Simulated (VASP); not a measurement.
# CdS (F-43m) in VASP: a series of runs

Runs on CdS. Level: PBE. Tasks: relaxation of cell and atoms.

Everything below comes from runs of VASP 6.6.1. Logs are shortened: lines on timing, memory, paths and dates and some standing lists are left out, and cuts for length are marked.

### Step 1. Starting point

Symmetry: F-43m, No. 216, cubic system. Conventional cell: a = 5.833 Å, b = 5.833 Å, c = 5.833 Å, α = 90.00°, β = 90.00°, γ = 90.00°. Cd (site symmetry -43m) has 4 S at 2.53 Å as nearest neighbours. Around S (site symmetry -43m) lie 4 Cd at 2.53 Å.

### Step 2. Relaxation of cell and atoms, PBE

File INCAR:

```
  PREC = Accurate
  ENCUT = 520
  EDIFF = 1E-6
  ISMEAR = 0
  SIGMA = 0.1
  LREAL = F
  LASPH = T
  NELM = 120
  ALGO = Normal
  ISIF = 3
  LWAVE = F
  LCHARG = F
  GGA = PE
  IBRION = 2
  NSW = 90
  EDIFFG = -0.01
```

File KPOINTS:

```
Automatic mesh
0
Gamma
  8 8 8
```

File POSCAR:

```
CdS
1.0
    0.0000000000      2.9165000000      2.9165000000
    2.9165000000      0.0000000000      2.9165000000
    2.9165000000      2.9165000000      0.0000000000
Cd S
1 1
Direct
    0.0000000000      0.0000000000      0.0000000000
    0.7500000000      0.7500000000      0.7500000000
```

Potentials or basis: VASP PAW PBE potentials, release 64 (Cd, S).

Command:

```sh
$ cat potpaw_PBE.64/Cd/POTCAR potpaw_PBE.64/S/POTCAR > POTCAR
$ mpirun -np 1 vasp_std > vasp.out
```

OUTCAR:

```text
PREC = Accurate
   ENCUT = 520
   EDIFF = 1E-6
   ISMEAR = 0
   LREAL = F
   LASPH = T
   NELM = 120
   ISIF = 3
   GGA = PE
   IBRION = 2
   NSW = 90
   EDIFFG = -0.01

 ion  position               nearest neighbor table
   1  0.000  0.000  0.000-   2 2.53   2 2.53   2 2.53   2 2.53
   2  0.750  0.750  0.750-   1 2.53   1 2.53   1 2.53   1 2.53

  LATTYP: Found a face centered cubic cell.
 ALAT       =     5.8330000000

  Lattice vectors:

 A1 = (   0.0000000000,   2.9165000000,   2.9165000000)
 A2 = (   2.9165000000,   0.0000000000,   2.9165000000)
 A3 = (   2.9165000000,   2.9165000000,   0.0000000000)

Analysis of symmetry for initial positions (statically):
=====================================================================
 Subroutine PRICEL returns:
 Original cell was already a primitive cell.

 Routine SETGRP: Setting up the symmetry group for a
 face centered cubic supercell.

 Subroutine GETGRP returns: Found 24 space group operations
 (whereof 24 operations were pure point group operations)
 out of a pool of 48 trial point group operations.

The static configuration has the point symmetry T_d .

Analysis of symmetry for dynamics (positions and initial velocities):
=====================================================================
 Subroutine PRICEL returns:
 Original cell was already a primitive cell.

 Routine SETGRP: Setting up the symmetry group for a
 face centered cubic supercell.

 Subroutine GETGRP returns: Found 24 space group operations
 (whereof 24 operations were pure point group operations)
 out of a pool of 48 trial point group operations.

The dynamic configuration has the point symmetry T_d .

 Subroutine INISYM returns: Found 24 space group operations
 (whereof 24 operations are pure point group operations),
 and found     1 'primitive' translations

----------------------------------------------------------------------------------------

                                     Primitive cell

  volume of cell :      49.6153

  direct lattice vectors                    reciprocal lattice vectors
     0.000000000  2.916500000  2.916500000    -0.171438368  0.171438368  0.171438368
     2.916500000  0.000000000  2.916500000     0.171438368 -0.171438368  0.171438368
     2.916500000  2.916500000  0.000000000     0.171438368  0.171438368 -0.171438368

  length of vectors
     4.124553855  4.124553855  4.124553855     0.296939964  0.296939964  0.296939964

  position of ions in fractional coordinates (direct lattice)
     0.000000000  0.000000000  0.000000000
     0.750000000  0.750000000  0.750000000

  ion indices of the primitive-cell ions
   primitive index   ion index
                 1           1
                 2           2

----------------------------------------------------------------------------------------

 KPOINTS: Automatic mesh

Automatic generation of k-mesh.
 Grid dimensions read from file:
 generate k-points for:    8    8    8

 Generating k-lattice:

  Cartesian coordinates                     Fractional coordinates (reciprocal lattice)
    -0.021429796  0.021429796  0.021429796     0.125000000  0.000000000  0.000000000
     0.021429796 -0.021429796  0.021429796     0.000000000  0.125000000  0.000000000
     0.021429796  0.021429796 -0.021429796     0.000000000  0.000000000  0.125000000

  Length of vectors
     0.037117495  0.037117495  0.037117495

  Shift w.r.t. Gamma in fractional coordinates (k-lattice)
     0.000000000  0.000000000  0.000000000

 Subroutine IBZKPT returns following result:
 ===========================================

 Found     29 irreducible k-points:

 Following reciprocal coordinates:
            Coordinates               Weight
  0.000000  0.000000  0.000000      1.000000
  0.125000  0.000000  0.000000      8.000000
  0.250000  0.000000  0.000000      8.000000
  0.375000  0.000000  0.000000      8.000000
  0.500000  0.000000  0.000000      4.000000
  0.125000  0.125000  0.000000      6.000000
[... 16 lines left out ...]
  0.500000  0.250000  0.125000     48.000000
 -0.375000  0.250000  0.125000     24.000000
 [... further k-points ...]
   k-points           NKPTS =     29   k-points in BZ     NKDIM =     29   number of bands    NBANDS=     13
   number of dos      NEDOS =    301   number of ions     NIONS =      2
   total plane-waves  NPLWV =  32768
   dimension x,y,z NGX =    32 NGY =   32 NGZ =   32
   dimension x,y,z NGXF=    64 NGYF=   64 NGZF=   64
   ions per type =               1   1
   NGX,Y,Z   is equivalent  to a cutoff of  12.90, 12.90, 12.90 a.u.
   NGXF,Y,Z  is equivalent  to a cutoff of  25.80, 25.80, 25.80 a.u.
 SYSTEM =  unknown system
   PREC   = accura    normal or accurate (medium, high low for compatibility)
   ISTART =      0    job   : 0-new  1-cont  2-samecut
   ICHARG =      2    charge: 1-file 2-atom 10-const
   ISPIN  =      1    spin polarized calculation?
   LNONCOLLINEAR =      F non collinear calculations
   LSORBIT =      F    spin-orbit coupling
   LASPH  =      T    aspherical Exc in radial PAW
   ENCUT  =  520.0 eV  38.22 Ry    6.18 a.u.   7.67  7.67  7.67*2*pi/ulx,y,z
   NELM   =    120;   NELMIN=  2; NELMDL= -5     # of ELM steps
   EDIFF  = 0.1E-05   stopping-criterion for ELM
   LREAL  =      F    real-space projection
   EDIFFG = -.1E-01   stopping-criterion for IOM
   NSW    =     90    number of steps for IOM
   IBRION =      2    ionic relax: 0-MD 1-quasi-New 2-CG
   NFREE  =      1    steps in history (QN), initial steepest desc. (CG)
   ISIF   =      3    stress and relaxation
   ISYM   =      2    0-nonsym 1-usesym 2-fastsym
   POTIM  = 0.5000    time-step for ionic-motion
   TEBEG  =    0.0;   TEEND  =   0.0 temperature during run
   PSTRESS=    0.0 pullay stress
   NELECT =      18.0000    total number of electrons
   NUPDOWN=      -1.0000    fix difference up-down
   EMIN   =  10.00;   EMAX   =-10.00  energy-range for DOS
   EFERMI =   0.00;   METHOD = LEGACY
   ISMEAR =     0;   SIGMA  =   0.10  broadening in eV -4-tet -1-fermi 0-gaus
   EFERMI_NEDOS =   21; number of points for ismear=-14 and -15
   IALGO  =     38    algorithm
   IMIX   =      4    mixing-type and parameters
     AMIX     =   0.40;   BMIX     =  1.00
     AMIX_MAG =   1.60;   BMIX_MAG =  1.00
  volume/ion in A,a.u.               =      24.81       167.41
  Fermi-wavevector in a.u.,A,eV,Ry     =   1.167599  2.206442 18.548649  1.363287
  Thomas-Fermi vector in A             =   2.304097
   LORBIT       =      0    0 simple, 1 ext, 2 COOP (PROOUT), +10 PAW based schemes
   GGA     = PE    functional components
   LHFCALC =     F    Hartree Fock is set to
   AEXX    =    0.0000 exact exchange contribution
   IVDW    =     0    specifies the selected vdW correction
   LEPSILON=     F    determine dielectric tensor
   LRPA    =     F    only Hartree local field effects (RPA)
 conjugate gradient relaxation of ions
 non-spin polarized calculation
 Gauss-broadening in eV      SIGMA  =   0.10
  energy-cutoff  :      520.00
  volume of cell :       49.62
 maximum number of plane-waves:      1363
   NGX = 15   NGY = 15   NGZ = 15

--------------------------------------- Ionic step        1  -------------------------------------------

 number of electron      18.0000004 magnetization

 Free energy of the ion-electron system (eV)
  ---------------------------------------------------
  ext. energy  EPLUGINS =         0.00000000
  ---------------------------------------------------
  free energy    TOTEN  =        -6.12127790 eV

  energy without entropy =       -6.12127790  energy(sigma->0) =       -6.12127790

------------------------ aborting loop because EDIFF is reached ----------------------------------------

  FORCE on cell =-STRESS in cart. coord.  units (eV):
  Direction    XX          YY          ZZ          XY          YZ          ZX
  --------------------------------------------------------------------------------------
  -------------------------------------------------------------------------------------
  Total        0.9947659      0.9947659      0.9947659      0.0000000      0.0000000      0.0000000
  in kB       32.1229599     32.1229599     32.1229599      0.0000000      0.0000000      0.0000000
  external PRESSURE =      32.1229599 kB  Pullay stress =       0.0000000 kB
[... 57 lines left out ...]
  energy  without entropy=       -6.1442440127  energy(sigma->0) =       -6.14424401

--------------------------------------- Ionic step        3  -------------------------------------------

 number of electron      18.0000000 magnetization

 Free energy of the ion-electron system (eV)
  ---------------------------------------------------
  ext. energy  EPLUGINS =         0.00000000
  ---------------------------------------------------
  free energy    TOTEN  =        -6.14706136 eV

  energy without entropy =       -6.14706136  energy(sigma->0) =       -6.14706136

 E-fermi :   1.3169     XC(G=0):  -8.9041

 val. band max:        0.8757685728   @ k =   0.0000   0.0000   0.0000
 cond. band min:       1.9078453520   @ k =   0.0000   0.0000   0.0000
 fundamental gap:      1.0320767792
 Fermi energy:         1.3169472196

 k-point     1 :       0.0000    0.0000    0.0000
  band No.  band energies     occupation
      1     -11.1837      2.00000
      2      -6.6768      2.00000
      3      -6.6768      2.00000
      4      -6.6768      2.00000
      5      -6.2659      2.00000
      6      -6.2659      2.00000
      7       0.8758      2.00000
      8       0.8758      2.00000
      9       0.8758      2.00000
     10       1.9078      0.00000
     11       7.4265      0.00000
     12       7.4265      0.00000
     13       7.4265      0.00000
[... 353 lines left out ...]
 k-point    24 :      -0.3750    0.2500    0.1250
  band No.  band energies     occupation
      1     -10.7488      2.00000
      2      -6.5335      2.00000
      3      -6.5017      2.00000
      4      -6.2859      2.00000
      5      -6.2424      2.00000
      6      -5.8317      2.00000
      7      -2.9569      2.00000
      8      -0.8978      2.00000
      9      -0.2272      2.00000
     10       5.1010      0.00000
     11       6.7227      0.00000
     12       7.9961      0.00000
     13       9.1430      0.00000

 [... further k-points ...]

------------------------ aborting loop because EDIFF is reached ----------------------------------------

  FORCE on cell =-STRESS in cart. coord.  units (eV):
  Direction    XX          YY          ZZ          XY          YZ          ZX
  --------------------------------------------------------------------------------------
  -------------------------------------------------------------------------------------
  Total        0.0108709      0.0108709      0.0108709      0.0000000      0.0000000      0.0000000
  in kB        0.3329455      0.3329455      0.3329455      0.0000000      0.0000000      0.0000000
  external PRESSURE =       0.3329455 kB  Pullay stress =       0.0000000 kB
[... 17 lines left out ...]
  FREE ENERGIE OF THE ION-ELECTRON SYSTEM (eV)
  ---------------------------------------------------
  free  energy   TOTEN  =        -6.1470613595 eV

  energy  without entropy=       -6.1470613595  energy(sigma->0) =       -6.14706136

 reached required accuracy - stopping structural energy minimisation
```

It took 22 s on 1 thread of Intel Xeon Platinum 8488C (Sapphire Rapids), shared host; peak memory 0.19 GiB.

What came out:

```yaml
Free_energy: -6.1471 eV
Relaxed_volume: 26.16 Å³/atom
Relaxed_cell: a = 4.198 Å, b = 4.198 Å, c = 4.198 Å, α = 60.00°, β = 60.00°, γ = 60.00°
Space_group_after_relaxing_to_0.05_Å: F-43m (No. 216)
Energy_gained_by_relaxing: 12.9 meV/atom
Ionic_steps: 3
Pressure_after_relaxing: 0.0 GPa
Band_gap_on_the_k_mesh: 1.03 eV, direct
```

The path:
| step | energy change (eV) | largest force (eV/Å) | pressure (GPa) | volume (Å³) |
| --- | --- | --- | --- | --- |
| 1 | 0.0000 | 0.0000 | 3.21 | 49.62 |
| 2 | -0.0230 | 0.0000 | -0.93 | 53.27 |
| 3 | -0.0258 | 0.0000 | 0.03 | 52.31 |

Final structure:
```cif
data_structure
_symmetry_space_group_name_H-M 'P 1'
_symmetry_Int_Tables_number 1
_cell_length_a 4.1980
_cell_length_b 4.1980
_cell_length_c 4.1980
_cell_angle_alpha 60.000
_cell_angle_beta 60.000
_cell_angle_gamma 60.000
_cell_volume 52.31
loop_
_atom_site_label
_atom_site_type_symbol
_atom_site_fract_x
_atom_site_fract_y
_atom_site_fract_z
_atom_site_occupancy
Cd1 Cd 0.00000 0.00000 0.00000 1
S1 S 0.75000 0.75000 0.75000 1
```

### Step 3. Relaxation of cell and atoms, PBE

This run uses another cell than the first one, of 26.16 Å³/atom, 1.054 times its volume.

File INCAR:

```
  PREC = Accurate
  ENCUT = 520
  EDIFF = 1E-7
  ISMEAR = 0
  SIGMA = 0.1
  LREAL = F
  LASPH = T
  NELM = 120
  ALGO = Normal
  ISIF = 3
  LWAVE = F
  LCHARG = F
  GGA = PE
  IBRION = 2
  NSW = 60
  EDIFFG = -0.005
  POTIM = 0.3
```

KPOINTS is that of step 2.

File POSCAR:

```
CdS                                     
1.0
    0.0000000000      2.9684161702      2.9684161702
    2.9684161702      0.0000000000      2.9684161702
    2.9684161702      2.9684161702     -0.0000000000
  Cd              S             
     1     1
Direct
     0.0000000000000000    0.0000000000000000    0.0000000000000000
     0.7500000000000000    0.7500000000000000    0.7500000000000000
```

Potentials or basis: VASP PAW PBE potentials, release 64 (Cd, S).

Command:

```sh
$ cat potpaw_PBE.64/Cd/POTCAR potpaw_PBE.64/S/POTCAR > POTCAR
$ mpirun -np 1 vasp_std > vasp.out
```

It took 11 s on 1 thread of Intel Xeon Platinum 8488C (Sapphire Rapids), shared host; peak memory 0.18 GiB.

Results (log left out):

```
Free energy             : -6.1475 eV
Pressure after relaxing : 0.0 GPa
Band gap on the k mesh  : 1.03 eV, direct
```

Final structure:
```
Cd S
1.0
     0.00000    2.96842    2.96842
     2.96842    0.00000    2.96842
     2.96842    2.96842    0.00000
Cd S
1 1
Direct
  0.00000 0.00000 0.00000
  0.75000 0.75000 0.75000
```

Levels at points of the mesh, in eV from the valence-band top:
```csv
k point,band 5,band 6,band 7,band 8,band 9,band 10,band 11,band 12,band 13
"(0.00, 0.00, 0.00)",-7.14,-7.14,0.00,0.00,0.00,1.03,6.55,6.55,6.55
"(0.50, 0.00, 0.00)",-7.11,-6.81,-4.09,-0.68,-0.68,2.93,7.00,7.00,7.31
"(0.50, 0.50, 0.00)",-7.07,-6.75,-3.73,-1.70,-1.70,3.64,4.27,9.02,10.46
```

Caveat: the relaxation stopped at its first step, so nothing moved.
